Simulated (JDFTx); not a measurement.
Runs of JDFTx 1.7.0 (patched build) on SiC (Moissanite). Symmetry: P6_3mc, No. 186, hexagonal system. The conventional cell has a = 3.076 Å, b = 3.076 Å, c = 5.048 Å, α = 90.00°, β = 90.00°, γ = 120.00°. Si (site symmetry 3m) is surrounded by 4 C at 1.87 to 1.94 Å. Around C (site symmetry 3m) lie 4 Si at 1.87 to 1.94 Å. 

| task | level | potentials or basis | cell | k mesh | cutoff (eV) | smearing | max SCF steps | SCF threshold on the energy | solver of the electrons | further solve for the empty bands | local potential set to -Z/r beyond | mesh quality | gap on the mesh (eV) | pressure (GPa) | largest force (eV/Å) |
| --- | --- | --- | --- | --- | --- | --- | --- | --- | --- | --- | --- | --- | --- | --- | --- |
| relaxation of cell and atoms | r2SCAN | SG15-PBE-1.2 | relaxed | 6 × 6 × 3 | 1088 | fermi-dirac 0.05 eV | 100 | 1e-09 Ha | scf | no | - | coarse | 2.69 | 0.0 | - |
| single point | PBEsol | PseudoDojo-SR-PBEsol-0.4.1-standard with smoothed tails | as given | 10 × 10 × 5 | 1116 | fermi-dirac 0.05 eV | 100 | 1e-09 Ha | scf | yes | 6 bohr | not flagged | 2.33 | 0.3 | 0.76 |
| single point | PBE | PseudoDojo-SR-PBE-0.5-standard with smoothed tails | as given | 10 × 10 × 5 | 1116 | gaussian 0.011 eV | 100 | 1e-09 Ha | scf | yes | 6 bohr | not flagged | 2.49 | 3.7 | 0.76 |
| single point | LDA | PseudoDojo-SR-LDA-0.4.1-standard with smoothed tails | as given | 10 × 10 × 5 | 1116 | gaussian 0.05 eV | 100 | 1e-09 Ha | scf | yes | 6 bohr | not flagged | 2.38 | -4.5 | 0.73 |
| single point | PBE | PseudoDojo-SR-PBE-0.5-standard | as given | 10 × 10 × 5 | 1116 | fermi-dirac 0.05 eV | 100 | 1e-09 Ha | scf | yes | - | not flagged | 2.49 | 3.7 | 0.76 |
| single point | PBEsol | PseudoDojo-SR-PBEsol-0.4.1-standard | as given | 10 × 10 × 5 | 1116 | fermi-dirac 0.05 eV | 100 | 1e-09 Ha | scf | yes | - | not flagged | 2.33 | 0.3 | 0.76 |
| single point | LDA | PseudoDojo-SR-LDA-0.4.1-standard with smoothed tails | as given | 10 × 10 × 5 | 1116 | fermi-dirac 0.05 eV | 100 | 1e-09 Ha | scf | yes | 6 bohr | not flagged | 2.38 | -4.5 | 0.73 |
| single point | PBE | PseudoDojo-SR-PBE-0.5-standard with smoothed tails | as given | 10 × 10 × 5 | 1116 | fermi-dirac 0.05 eV | 100 | 1e-09 Ha | scf | yes | 6 bohr | not flagged | 2.49 | 3.7 | 0.76 |
| single point | BLYP | PseudoDojo-SR-PBE-0.5-standard with smoothed tails | as given | 10 × 10 × 5 | 1116 | gaussian 0.05 eV | 100 | 1e-09 Ha | scf | yes | 6 bohr | not flagged | 2.82 | 10.2 | (a) |
| single point | RPBE | PseudoDojo-SR-PBE-0.5-standard with smoothed tails | as given | 10 × 10 × 5 | 1116 | fermi-dirac 0.05 eV | 100 | 1e-09 Ha | scf | yes | 6 bohr | not flagged | 2.57 | (b) | 0.76 |

Alike in all rows: no spin polarisation.

Problem. Fill in the values left out.

Solution. (a) 0.77; (b) 4.6.

Caveats: an odd mesh through Γ misses points on the zone boundary, where band edges often lie; the empty levels aren't tightly converged (some runs); the potentials were made for another functional, which shifts forces and pressure (some runs); meta-GGA forces are noisy on this grid (some runs).
